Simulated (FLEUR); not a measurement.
Here is a FLEUR MaX-R8.1 (later development tree) calculation.

Contents of inp.xml:

```xml
<?xml version="1.0" encoding="UTF-8" standalone="no"?>
<fleurInput fleurInputVersion="0.39">
   <comment>
      Si2Ni                                                                                               
   </comment>
   <calculationSetup>
      <cutoffs Kmax="5.1" Gmax="15.8" GmaxXC="15.8" numbands="0"/>
      <scfLoop itmax="60" minDistance="0.00001" maxIterBroyd="15" imix="Anderson" alpha="0.05" precondParam="0.0" spinf="2.0" sdNocoIR="T"/>
      <coreElectrons ctail="T" frcor="F" kcrel="0" coretail_lmax="0"/>
      <xcFunctional name="PBEs" relativisticCorrections="F"/>
      <magnetism jspins="2"/>
      <soc l_soc="F" theta="0.0" phi="0.0" spav="F"/>
      <expertModes spex="0" secvar="F"/>
      <geometryOptimization l_f="F" forcealpha="1.0" forcemix="BFGS" epsdisp="0.00001" epsforce="0.00001"/>
      <ldaU l_linMix="F" mixParam="0.05" spinf="1.0"/>
   </calculationSetup>
   <cell>
      <bzIntegration valenceElectrons="42.0" mode="hist" fermiSmearingEnergy="0.00183747">
         <kPointListSelection listName="default-1"/>
         <!-- k-points included here -->
         <xi:include xmlns:xi="http://www.w3.org/2001/XInclude" href="kpts.xml"> </xi:include>
      </bzIntegration>
      <!-- symmetry operations included here -->
      <xi:include xmlns:xi="http://www.w3.org/2001/XInclude" href="sym.xml"> </xi:include>
      <bulkLattice scale="1.0">
         <bravaisMatrix>
            <row-1>    0.0000000000000000     5.1079297147937996     5.1079297147937996</row-1>
            <row-2>    5.1079297147937996     0.0000000000000000     5.1079297147937996</row-2>
            <row-3>    5.1079297147937996     5.1079297147937996     0.0000000000000000</row-3>
         </bravaisMatrix>
      </bulkLattice>
   </cell>
   <atomSpecies>
      <species name="Nickel (Ni1.000" element="Ni" atomicNumber="28">
         <mtSphere radius="2.18" gridPoints="721" logIncrement="0.017"/>
         <atomicCutoffs lmax="9" lnonsphr="9"/>
         <electronConfig flipSpins="F">
            <coreConfig>(1s1/2) (2s1/2) (2p1/2) (2p3/2)</coreConfig>
            <valenceConfig>(3s1/2) (3p1/2) (3p3/2) (4s1/2) (3d3/2) (3d5/2)</valenceConfig>
            <stateOccupation state="(3d3/2)" spinUp="1.6" spinDown="1.6"/>
            <stateOccupation state="(3d5/2)" spinUp="2.9" spinDown="1.9"/>
         </electronConfig>
         <energyParameters s="4" p="4" d="3" f="4"/>
         <lo type="SCLO" l="0" n="3" eDeriv="0"/>
         <lo type="SCLO" l="1" n="3" eDeriv="0"/>
         <lo type="SCLO" l="1" n="3" eDeriv="1"/>
         <lo type="SCLO" l="2" n="3" eDeriv="2"/>
         <lo type="SCLO" l="3" n="4" eDeriv="2"/>
      </species>
      <species name="Silicon (Si)" element="Si" atomicNumber="14">
         <mtSphere radius="1.92" gridPoints="635" logIncrement="0.018"/>
         <atomicCutoffs lmax="8" lnonsphr="8"/>
         <electronConfig flipSpins="F">
            <coreConfig>(1s1/2)</coreConfig>
            <valenceConfig>(2s1/2) (2p1/2) (2p3/2) (3s1/2) (3p1/2) (3p3/2)</valenceConfig>
            <stateOccupation state="(3p1/2)" spinUp="0.333333" spinDown="0.333333"/>
            <stateOccupation state="(3p3/2)" spinUp="0.666667" spinDown="0.666667"/>
         </electronConfig>
         <energyParameters s="3" p="3" d="3" f="4"/>
         <lo type="SCLO" l="0" n="2" eDeriv="0"/>
         <lo type="SCLO" l="1" n="2" eDeriv="0"/>
         <lo type="SCLO" l="2" n="3" eDeriv="2"/>
         <lo type="SCLO" l="3" n="4" eDeriv="2"/>
      </species>
   </atomSpecies>
   <atomGroups>
      <atomGroup species="Nickel (Ni1.000">
         <relPos label="                   1">.0000000000 .0000000000 .0000000000</relPos>
         <force calculate="T" relaxXYZ="TTT"/>
      </atomGroup>
      <atomGroup species="Silicon (Si)">
         <relPos label="                   2">-1.000/4.000 -1.000/4.000 -1.000/4.000</relPos>
         <relPos label="                   3">1.000/4.000 1.000/4.000 1.000/4.000</relPos>
         <force calculate="T" relaxXYZ="TTT"/>
      </atomGroup>
   </atomGroups>
   <output dos="F" band="F" slice="F">
      <checks vchk="F" cdinf="F"/>
      <bandDOS minEnergy="-.5*Htr" maxEnergy="0.5*Htr" sigma="0.015" storeEVData="T"/>
      <vacuumDOS vacdos="F" integ="F" star="F" nstars="0" locx1="0.0" locy1="0.0" locx2="0.0" locy2="0.0" nstm="0" tworkf="0.0"/>
      <unfoldingBand unfoldBand="F" supercellX="1" supercellY="1" supercellZ="1"/>
      <plotting iplot="0" polar="F">
         <plot TwoD="T" vec1="  1.0  0.0  0.0" vec2="  0.0  1.0  0.0" vec3="  0.0  0.0  1.0" zero="  0.0  0.0  0.0" file="plot"/>
      </plotting>
      <chargeDensitySlicing numkpt="0" minEigenval="0.0" maxEigenval="0.0" nnne="0" pallst="F"/>
      <specialOutput eonly="F"/>
      <moessbauerParams electricFieldGradient="T" isomerShift="T" coreHyperfine="T" valenceHyperfine="T"/>
      <magneticCircularDichroism mcd="F" energyLo="-10.0" energyUp="0.0"/>
   </output>
  <!-- We include the file relax.xml here to enable relaxations (see documentation) -->
  <xi:include xmlns:xi="http://www.w3.org/2001/XInclude" href="relax.xml"> <xi:fallback/> </xi:include>
</fleurInput>
```

crystal.txt

```
Si2Ni
&input cartesian=F /
0.0000000000  2.7030000000  2.7030000000
2.7030000000  0.0000000000  2.7030000000
2.7030000000  2.7030000000  0.0000000000
1.8897261246
1.0 1.0 1.0

3
28 0.0000000000  0.0000000000  0.0000000000 : 1.000
14 0.7500000000  0.7500000000  0.7500000000
14 0.2500000000  0.2500000000  0.2500000000

&kpt div1=9 div2=9 div3=9 gamma=T /
```

inp.xml (bands)

```
<?xml version="1.0" encoding="UTF-8" standalone="no"?>
<fleurInput fleurInputVersion="0.39">
   <comment>
      Si2Ni                                                                                               
   </comment>
   <calculationSetup>
      <cutoffs Kmax="5.1" Gmax="15.8" GmaxXC="15.8" numbands="0"/>
      <scfLoop itmax="60" minDistance="0.00001" maxIterBroyd="15" imix="Anderson" alpha="0.05" precondParam="0.0" spinf="2.0" sdNocoIR="T"/>
      <coreElectrons ctail="T" frcor="F" kcrel="0" coretail_lmax="0"/>
      <xcFunctional name="PBEs" relativisticCorrections="F"/>
      <magnetism jspins="2"/>
      <soc l_soc="F" theta="0.0" phi="0.0" spav="F"/>
      <expertModes spex="0" secvar="F"/>
      <geometryOptimization l_f="F" forcealpha="1.0" forcemix="BFGS" epsdisp="0.00001" epsforce="0.00001"/>
      <ldaU l_linMix="F" mixParam="0.05" spinf="1.0"/>
   </calculationSetup>
   <cell>
      <bzIntegration valenceElectrons="42.0" mode="hist" fermiSmearingEnergy="0.00183747">
         <kPointListSelection listName="path-1"/>
         <!-- k-points included here -->
         <xi:include xmlns:xi="http://www.w3.org/2001/XInclude" href="kpts.xml"> </xi:include>
      </bzIntegration>
      <!-- symmetry operations included here -->
      <xi:include xmlns:xi="http://www.w3.org/2001/XInclude" href="sym.xml"> </xi:include>
      <bulkLattice scale="1.0">
         <bravaisMatrix>
            <row-1>    0.0000000000000000     5.1079297147937996     5.1079297147937996</row-1>
            <row-2>    5.1079297147937996     0.0000000000000000     5.1079297147937996</row-2>
            <row-3>    5.1079297147937996     5.1079297147937996     0.0000000000000000</row-3>
         </bravaisMatrix>
      </bulkLattice>
   </cell>
   <atomSpecies>
      <species name="Nickel (Ni1.000" element="Ni" atomicNumber="28">
         <mtSphere radius="2.18" gridPoints="721" logIncrement="0.017"/>
         <atomicCutoffs lmax="9" lnonsphr="9"/>
         <electronConfig flipSpins="F">
            <coreConfig>(1s1/2) (2s1/2) (2p1/2) (2p3/2)</coreConfig>
            <valenceConfig>(3s1/2) (3p1/2) (3p3/2) (4s1/2) (3d3/2) (3d5/2)</valenceConfig>
            <stateOccupation state="(3d3/2)" spinUp="1.6" spinDown="1.6"/>
            <stateOccupation state="(3d5/2)" spinUp="2.9" spinDown="1.9"/>
         </electronConfig>
         <energyParameters s="4" p="4" d="3" f="4"/>
         <lo type="SCLO" l="0" n="3" eDeriv="0"/>
         <lo type="SCLO" l="1" n="3" eDeriv="0"/>
         <lo type="SCLO" l="1" n="3" eDeriv="1"/>
         <lo type="SCLO" l="2" n="3" eDeriv="2"/>
         <lo type="SCLO" l="3" n="4" eDeriv="2"/>
      </species>
      <species name="Silicon (Si)" element="Si" atomicNumber="14">
         <mtSphere radius="1.92" gridPoints="635" logIncrement="0.018"/>
         <atomicCutoffs lmax="8" lnonsphr="8"/>
         <electronConfig flipSpins="F">
            <coreConfig>(1s1/2)</coreConfig>
            <valenceConfig>(2s1/2) (2p1/2) (2p3/2) (3s1/2) (3p1/2) (3p3/2)</valenceConfig>
            <stateOccupation state="(3p1/2)" spinUp="0.333333" spinDown="0.333333"/>
            <stateOccupation state="(3p3/2)" spinUp="0.666667" spinDown="0.666667"/>
         </electronConfig>
         <energyParameters s="3" p="3" d="3" f="4"/>
         <lo type="SCLO" l="0" n="2" eDeriv="0"/>
         <lo type="SCLO" l="1" n="2" eDeriv="0"/>
         <lo type="SCLO" l="2" n="3" eDeriv="2"/>
         <lo type="SCLO" l="3" n="4" eDeriv="2"/>
      </species>
   </atomSpecies>
   <atomGroups>
      <atomGroup species="Nickel (Ni1.000">
         <relPos label="                   1">.0000000000 .0000000000 .0000000000</relPos>
         <force calculate="T" relaxXYZ="TTT"/>
      </atomGroup>
      <atomGroup species="Silicon (Si)">
         <relPos label="                   2">-1.000/4.000 -1.000/4.000 -1.000/4.000</relPos>
         <relPos label="                   3">1.000/4.000 1.000/4.000 1.000/4.000</relPos>
         <force calculate="T" relaxXYZ="TTT"/>
      </atomGroup>
   </atomGroups>
   <output dos="F" band="T" slice="F">
      <checks vchk="F" cdinf="F"/>
      <bandDOS minEnergy="-.5*Htr" maxEnergy="0.5*Htr" sigma="0.015" storeEVData="T"/>
      <vacuumDOS vacdos="F" integ="F" star="F" nstars="0" locx1="0.0" locy1="0.0" locx2="0.0" locy2="0.0" nstm="0" tworkf="0.0"/>
      <unfoldingBand unfoldBand="F" supercellX="1" supercellY="1" supercellZ="1"/>
      <plotting iplot="0" polar="F">
         <plot TwoD="T" vec1="  1.0  0.0  0.0" vec2="  0.0  1.0  0.0" vec3="  0.0  0.0  1.0" zero="  0.0  0.0  0.0" file="plot"/>
      </plotting>
      <chargeDensitySlicing numkpt="0" minEigenval="0.0" maxEigenval="0.0" nnne="0" pallst="F"/>
      <specialOutput eonly="F"/>
      <moessbauerParams electricFieldGradient="T" isomerShift="T" coreHyperfine="T" valenceHyperfine="T"/>
      <magneticCircularDichroism mcd="F" energyLo="-10.0" energyUp="0.0"/>
   </output>
  <!-- We include the file relax.xml here to enable relaxations (see documentation) -->
  <xi:include xmlns:xi="http://www.w3.org/2001/XInclude" href="relax.xml"> <xi:fallback/> </xi:include>
</fleurInput>
```

Potentials or basis: all-electron, FLAPW.

The run is started by

```bash
$ inpgen -f crystal.txt -profile fastHighL
$ # inp.xml edited to the form shown
$ fleur_MPI
$ fleur_MPI   # second run, on inp.xml (bands)
```

Task: What does it give for the net moment?

Result: 0.00 μB per cell.

Task: What does it give for the band gap along the path?

Result: None (metal or under the smearing width).

Core levels (eV from the Fermi level):
```tsv
atom	levels
1 Ni	1s1/2 -8196.0, 2s1/2 -974.2, 2p1/2 -849.3, 2p3/2 -831.8
2 Si	1s1/2 -1777.7
3 Si	1s1/2 -1777.7
```
